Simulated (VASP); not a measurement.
Wanted: the native input for a VASP 6.6.1 run.

* Task: single point
* Functional: r2SCAN
* Potentials or basis: VASP PAW PBE potentials, release 64 (Mg, I)
* Cutoff: 520 eV
* k mesh: 5 × 5 × 3
* Occupations: gaussian, width 0.01 eV
* Spin: no spin polarisation
* Dipole correction: no
* Further INCAR settings: ALGO = Normal; EDIFF = 1e-07; NBANDS = 15

Crystal: MgI2.

```
Mg I
1.0
     4.03380    0.00000    0.00000
    -2.01690    3.49338    0.00000
     0.00000    0.00000    6.70351
Mg I
1 2
Direct
  0.00000 0.00000 0.00000
  0.33333 0.66667 0.25000
  0.66667 0.33333 0.75000
```

One way to write it, as run:

POSCAR

```
MgI2
1.0
    4.0337989820      0.0000000000      0.0000000000
   -2.0168994910      3.4933770966      0.0000000000
    0.0000000000      0.0000000000      6.7035113517
Mg I
1 2
Direct
    0.0000000000      0.0000000000      0.0000000000
    0.3333333333      0.6666666667      0.2500000000
    0.6666666667      0.3333333333      0.7500000000
```

INCAR.step1

```
ALGO = Normal
EDIFF = 1E-4
ENCUT = 520
GGA = PE
ISMEAR = 0
LASPH = T
LCHARG = F
LREAL = F
LWAVE = T
NBANDS = 15
NELM = 60
PREC = Accurate
SIGMA = 0.01
```

INCAR.step2

```
ALGO = Normal
EDIFF = 1E-7
ENCUT = 520
ISIF = 2
ISMEAR = 0
ISTART = 1
LASPH = T
LCHARG = F
LMIXTAU = T
LREAL = F
LWAVE = F
METAGGA = R2SCAN
NBANDS = 15
NELM = 60
PREC = Accurate
SIGMA = 0.01
```

KPOINTS

```
k-points
0
Gamma
  5 5 3
```

Potentials or basis: VASP PAW PBE potentials, release 64 (Mg, I).

The run is started by

```sh
$ cat potpaw_PBE.64/Mg/POTCAR potpaw_PBE.64/I/POTCAR > POTCAR
$ cp INCAR.step1 INCAR
$ mpirun -np 1 vasp_std > vasp.out
$ cp INCAR.step2 INCAR
$ mpirun -np 1 vasp_std > vasp.out
```

It gave:

```json
{"Pressure": "3.1 GPa", "Largest force": "0.046 eV/Å", "Band gap on the k mesh": "4.18 eV, indirect (least direct gap 4.83 eV)"}
```

Caveat: the PAW data sets were made with another functional, which shifts forces and pressure a little; spin-orbit coupling is left out, which moves the levels of the heavy elements; an odd mesh through Γ misses points on the zone boundary, where band edges often lie; the cell's inner coordinates are idealised or old, which leaves forces on the atoms.

It took 2.5 min on 1 thread of Intel(R) Xeon(R) Platinum 8375C CPU @ 2.90GHz (Ice Lake), with other jobs on the host, peak memory 0.22 GiB.
